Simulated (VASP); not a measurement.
# Si3N2 (I4/mmm) in VASP: reference runs, part 2 of 2

VASP 6.6.1.

### Step 3. Single point, PBE (atoms moved at random, drawn with an rms of 0.05 Å)

INCAR reads:

```
PREC = Accurate
ENCUT = 520
EDIFF = 1E-7
ISMEAR = -1
SIGMA = 0.05
LREAL = F
LASPH = T
NELM = 100
ALGO = Normal
ISIF = 2
LWAVE = F
LCHARG = F
GGA = PE
NBANDS = 19
```

KPOINTS reads:

```
Automatic mesh
0
Gamma
  14 14 14
```

POSCAR reads:

```
Si3N2
1.0
   -1.3633600000      1.3633600000      7.0124700000
    1.3633600000     -1.3633600000      7.0124700000
    1.3633600000      1.3633600000     -7.0124700000
Si N
3 2
Direct
    0.5108510000      0.5091370000      0.0267840000
    0.3312900000      0.3198660000     -0.0045960000
    0.6671160000      0.6729490000      0.0042360000
    0.1920750000      0.1940270000      0.0097270000
    0.8005390000      0.8105500000     -0.0029940000
```

Potentials or basis: VASP PAW PBE potentials, release 64 (Si, N).

Launch:

```console
$ cat potpaw_PBE.64/Si/POTCAR potpaw_PBE.64/N/POTCAR > POTCAR
$ mpirun -np 1 vasp_std > vasp.out
```

OUTCAR:

```text
PREC = Accurate
   ENCUT = 520
   EDIFF = 1E-7
   ISMEAR = -1
   LREAL = F
   LASPH = T
   NELM = 100
   ISIF = 2
   GGA = PE

 ion  position               nearest neighbor table
   1  0.511  0.509  0.027-   2 2.37   3 2.40
   2  0.331  0.320  0.995-   5 1.91   5 1.95   5 1.95   4 1.96   5 1.99   1 2.37   3 2.94   3 2.95
                             3 2.97   3 2.98
   3  0.667  0.673  0.004-   4 1.94   4 1.94   5 1.95   4 1.96   4 1.96   1 2.40   2 2.94   2 2.95
                             2 2.97   2 2.98
   4  0.192  0.194  0.010-   3 1.94   3 1.94   3 1.96   3 1.96   2 1.96
   5  0.801  0.811  0.997-   2 1.91   2 1.95   3 1.95   2 1.95   2 1.99

  LATTYP: Found a body centered tetragonal cell.
 ALAT       =     2.7267200000
 C/A-ratio  =     5.1435204201

  Lattice vectors:

 A1 = (  -1.3633600000,   1.3633600000,   7.0124700000)
 A2 = (   1.3633600000,  -1.3633600000,   7.0124700000)
 A3 = (   1.3633600000,   1.3633600000,  -7.0124700000)

Analysis of symmetry for initial positions (statically):
=====================================================================
 Subroutine PRICEL returns:
 Original cell was already a primitive cell.

 Routine SETGRP: Setting up the symmetry group for a
 body centered tetragonal supercell.

 Subroutine GETGRP returns: Found  1 space group operations
 (whereof  1 operations were pure point group operations)
 out of a pool of 16 trial point group operations.

The static configuration has the point symmetry C_1 .

Analysis of symmetry for dynamics (positions and initial velocities):
=====================================================================
 Subroutine PRICEL returns:
 Original cell was already a primitive cell.

 Routine SETGRP: Setting up the symmetry group for a
 body centered tetragonal supercell.

 Subroutine GETGRP returns: Found  1 space group operations
 (whereof  1 operations were pure point group operations)
 out of a pool of 16 trial point group operations.

The dynamic configuration has the point symmetry C_1 .

 Subroutine INISYM returns: Found  1 space group operations
 (whereof  1 operations are pure point group operations),
 and found     1 'primitive' translations

----------------------------------------------------------------------------------------

                                     Primitive cell

  volume of cell :      52.1377

  direct lattice vectors                    reciprocal lattice vectors
    -1.363360000  1.363360000  7.012470000     0.000000000  0.366740993  0.071301553
     1.363360000 -1.363360000  7.012470000     0.366740993  0.000000000  0.071301553
     1.363360000  1.363360000 -7.012470000     0.366740993  0.366740993  0.000000000

  length of vectors
     7.272704894  7.272704894  7.272704894     0.373607906  0.373607906  0.518650086

  position of ions in fractional coordinates (direct lattice)
     0.510851000  0.509137000  0.026784000
     0.331290000  0.319866000  0.995404000
     0.667116000  0.672949000  0.004236000
     0.192075000  0.194027000  0.009727000
     0.800539000  0.810550000  0.997006000

  ion indices of the primitive-cell ions
   primitive index   ion index
                 1           1
                 2           2
                 3           3
                 4           4
                 5           5

[... 22 lines left out ...]
 ===========================================

 Found   1376 irreducible k-points:

 Following reciprocal coordinates:
            Coordinates               Weight
  0.000000  0.000000  0.000000      1.000000
  0.071429  0.000000 -0.000000      2.000000
  0.000000  0.071429 -0.000000      2.000000
  0.000000  0.071429 -0.071429      2.000000
  0.071429  0.000000 -0.071429      2.000000
  0.142857  0.000000  0.000000      2.000000
[... 16 lines left out ...]
 -0.000000  0.428571  0.000000      2.000000
 -0.000000  0.428571 -0.428571      2.000000
 [... further k-points ...]
   k-points           NKPTS =   1376   k-points in BZ     NKDIM =   1376   number of bands    NBANDS=     19
   number of dos      NEDOS =    301   number of ions     NIONS =      5
   total plane-waves  NPLWV = 157464
   dimension x,y,z NGX =    54 NGY =   54 NGZ =   54
   dimension x,y,z NGXF=   108 NGYF=  108 NGZF=  108
   ions per type =               3   2
   NGX,Y,Z   is equivalent  to a cutoff of  12.34, 12.34, 12.34 a.u.
   NGXF,Y,Z  is equivalent  to a cutoff of  24.69, 24.69, 24.69 a.u.
 SYSTEM =  unknown system
   PREC   = accura    normal or accurate (medium, high low for compatibility)
   ISTART =      0    job   : 0-new  1-cont  2-samecut
   ICHARG =      2    charge: 1-file 2-atom 10-const
   ISPIN  =      1    spin polarized calculation?
   LNONCOLLINEAR =      F non collinear calculations
   LSORBIT =      F    spin-orbit coupling
   LASPH  =      T    aspherical Exc in radial PAW
   ENCUT  =  520.0 eV  38.22 Ry    6.18 a.u.  13.52 13.52 13.52*2*pi/ulx,y,z
   NELM   =    100;   NELMIN=  2; NELMDL= -5     # of ELM steps
   EDIFF  = 0.1E-06   stopping-criterion for ELM
   LREAL  =      F    real-space projection
   EDIFFG = 0.1E-05   stopping-criterion for IOM
   NSW    =      0    number of steps for IOM
   IBRION =     -1    ionic relax: 0-MD 1-quasi-New 2-CG
   NFREE  =      0    steps in history (QN), initial steepest desc. (CG)
   ISIF   =      2    stress and relaxation
   ISYM   =      2    0-nonsym 1-usesym 2-fastsym
   POTIM  = 0.5000    time-step for ionic-motion
   TEBEG  =    0.0;   TEEND  =   0.0 temperature during run
   PSTRESS=    0.0 pullay stress
   NELECT =      22.0000    total number of electrons
   NUPDOWN=      -1.0000    fix difference up-down
   EMIN   =  10.00;   EMAX   =-10.00  energy-range for DOS
   EFERMI =   0.00;   METHOD = LEGACY
   ISMEAR =    -1;   SIGMA  =   0.05  broadening in eV -4-tet -1-fermi 0-gaus
   EFERMI_NEDOS =   21; number of points for ismear=-14 and -15
   IALGO  =     38    algorithm
   IMIX   =      4    mixing-type and parameters
     AMIX     =   0.40;   BMIX     =  1.00
     AMIX_MAG =   1.60;   BMIX_MAG =  1.00
  volume/ion in A,a.u.               =      10.43        70.37
  Fermi-wavevector in a.u.,A,eV,Ry     =   1.227906  2.320405 20.514218  1.507752
  Thomas-Fermi vector in A             =   2.362851
   LORBIT       =      0    0 simple, 1 ext, 2 COOP (PROOUT), +10 PAW based schemes
   GGA     = PE    functional components
[... 5 lines left out ...]
 non-spin polarized calculation
  energy-cutoff  :      520.00
  volume of cell :       52.14
 maximum number of plane-waves:      1424
   NGX = 27   NGY = 27   NGZ = 27

 number of electron      22.0000001 magnetization

 Free energy of the ion-electron system (eV)
  ---------------------------------------------------
  ext. energy  EPLUGINS =         0.00000000
  ---------------------------------------------------
  free energy    TOTEN  =       -33.76668833 eV

  energy without entropy =      -33.76282305  energy(sigma->0) =      -33.76475569

 E-fermi :  10.7750     XC(G=0): -11.6958

 val. band max:       10.7694265412   @ k =   0.2143  -0.3571   0.0714
 cond. band min:      10.7782310856   @ k =  -0.4286   0.4286   0.1429
 fundamental gap:      0.0088045444
 Fermi energy:        10.7749709573

 k-point     1 :       0.0000    0.0000    0.0000
  band No.  band energies     occupation
      1     -10.7805      2.00000
      2      -7.2923      2.00000
      3      -1.0434      2.00000
      4       3.1871      2.00000
      5       3.4360      2.00000
      6       4.6540      2.00000
[... 505 lines left out ...]
      6       4.8526      2.00000
[... 11 lines left out ...]
     18      19.0138      0.00000
     19      19.9854      0.00000

 [... further k-points ...]

------------------------ aborting loop because EDIFF is reached ----------------------------------------

  FORCE on cell =-STRESS in cart. coord.  units (eV):
  Direction    XX          YY          ZZ          XY          YZ          ZX
  --------------------------------------------------------------------------------------
  -------------------------------------------------------------------------------------
  Total        0.0142649     -0.0086154      0.1139513     -0.0645407      0.2470603      0.1771067
  in kB        0.4383574     -0.2647498      3.5016915     -1.9833173      7.5920917      5.4424370
  external PRESSURE =       1.2250997 kB  Pullay stress =       0.0000000 kB

 VOLUME and BASIS-vectors are now :
 -----------------------------------------------------------------------------
  energy-cutoff  :      520.00
  volume of cell :       52.14
      direct lattice vectors                 reciprocal lattice vectors
    -1.363360000  1.363360000  7.012470000     0.000000000  0.366740993  0.071301553
     1.363360000 -1.363360000  7.012470000     0.366740993  0.000000000  0.071301553
     1.363360000  1.363360000 -7.012470000     0.366740993  0.366740993  0.000000000

 POSITION                                       TOTAL-FORCE (eV/Angst)
 -----------------------------------------------------------------------------------
      0.03418      0.03885      6.96481        -0.029823     -0.073839      0.263710
      1.34152      1.37267     -2.41403         0.145096     -0.099185     -0.236858
      0.01373     -0.00218      9.36746        -0.026588      0.033652      0.019989
      0.01592      0.01060      2.63932        -0.062111     -0.212911     -0.080869
      1.37293      1.34563      4.30624        -0.026575      0.352283      0.034028
 -----------------------------------------------------------------------------------
    total drift:                               -0.000009      0.000022      0.000011

  FREE ENERGIE OF THE ION-ELECTRON SYSTEM (eV)
  ---------------------------------------------------
  free  energy   TOTEN  =       -33.7666883267 eV

  energy  without entropy=      -33.7628230455  energy(sigma->0) =      -33.76475569
```

Wall time 37 min (1 thread of Intel Xeon 6975P-C (Granite Rapids), shared host); peak memory 1.2 GiB.

Results:

| Quantity | Value |
| --- | --- |
| Free energy | -33.7667 eV |
| Pressure | 0.1 GPa |
| Largest force | 0.355 eV/Å |
| Band gap on the k mesh | none (metal or under the smearing width) |

Forces in eV/Å, atoms in the order of the input:
```
Si  -0.030 -0.074  0.264
Si   0.145 -0.099 -0.237
Si  -0.027  0.034  0.020
N   -0.062 -0.213 -0.081
N   -0.027  0.352  0.034
```

Stress tensor (GPa, compression positive):
```
 0.04 -0.20  0.54
-0.20 -0.03  0.76
 0.54  0.76  0.35
```
